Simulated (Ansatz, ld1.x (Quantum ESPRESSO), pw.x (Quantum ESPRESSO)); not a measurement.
beryllium: does the TM potential hold in the solid?

ld1.x (Quantum ESPRESSO) 7.5 input, shortened:

```
&input
   title='Be', zed=4., rel=1, dft='PBE', iswitch=3,
   config='[He] 2s1.5 2p0 3d-2'
 /
 &inputp
   pseudotype=2, tm=.true., lloc=2,
   nlcc=.true., rcore=0.65
 /
3
2S  1  0   1.50   0.00  1.30  1.30  0.0
2P  2  1   0.00   0.00  4.20  4.20  0.0
3D  3  2  -2.00   0.35  3.70  3.70  0.0
 &test
   configts(1)='2s1.5 2p0'
 /
```

Atomic tests: cutoffs needed: 12 Ry and 45 Ry (the cutoffs (Ry, on a coarse ladder) from which the occupation-weighted sum of valence levels, in a spherical-Bessel basis at the reference potential, stays within 10 and 1 mRy of its value at 400 Ry); ghost test: no extra level below or beside the all-electron valence levels (s, p, d, f tested) (spherical-Bessel basis up to 400 Ry, 20 bohr box); largest excitation error: -130 meV (all-electron minus pseudo) for 2s0 2p1, out of 5 test configurations.

Crystal test: bcc Be in pw.x 7.5, no spin, 18³ k-points, Fermi–Dirac smearing 0.01 Ry, cutoffs 55/220 Ry. The reference is all-electron LAPW (Ansatz 0.2.0) with the same functional, mesh and smearing; V0 and B0 come from Birch–Murnaghan fits to the pressures at five volumes. Errors are pseudo minus all-electron; Δ is the rms difference of the E(V) curves that follow from these fits, minima aligned, over ±6 % about the mean V0. Mesh and smearing are coarse, so the numbers serve the comparison and aren't converged zero-temperature values; the lattice is a test structure that the element need not adopt.

All-electron: a0 = 2.501 Å (V0 = 7.82 Å³/atom), B0 = 122.0 GPa.

Task: How far does the potential miss the all-electron equation of state?

Result: mean pressure error (GPa): -51.77. The pressure does not cross zero within the volumes sampled, so no fit is given. The largest radius (4.20 bohr) exceeds half the bond length (2.05 bohr), so the spheres overlap, which is one possible source of error among others. This is a poor potential for the solid. The free energy does not fall steadily as the cutoff rises, most likely since the density grid, which shrinks with it, is too coarse for the model core; the lower cutoffs are not converged. The pseudo pressure rises with volume over the whole range, a mechanical instability.

| V (Å³/atom) | P all-electron (GPa) | P pseudo (GPa) |
| --- | --- | --- |
| 7.430 | 6.89 | -53.96 |
| 7.625 | 3.27 | -52.65 |
| 7.821 | 0.04 | -51.31 |
| 8.017 | -2.85 | -50.11 |
| 8.212 | -5.43 | -48.90 |

Task: At the middle volume, how do free energy and pressure move when the wave cutoff is lowered (ecutrho kept at four times it)?

Result:

| cutoff (Ry) | shift of F (meV/atom) | shift of P (GPa) |
| --- | --- | --- |
| 25 | +8.2 | -0.21 |
| 33 | +12.1 | -1.69 |
| 44 | +0.8 | -0.10 |

The run at the middle volume (195 k-points, 5 iterations) took about 2.9 s on one core of a shared host (Neoverse-V1, 32 threads, 247 GiB, load 11).
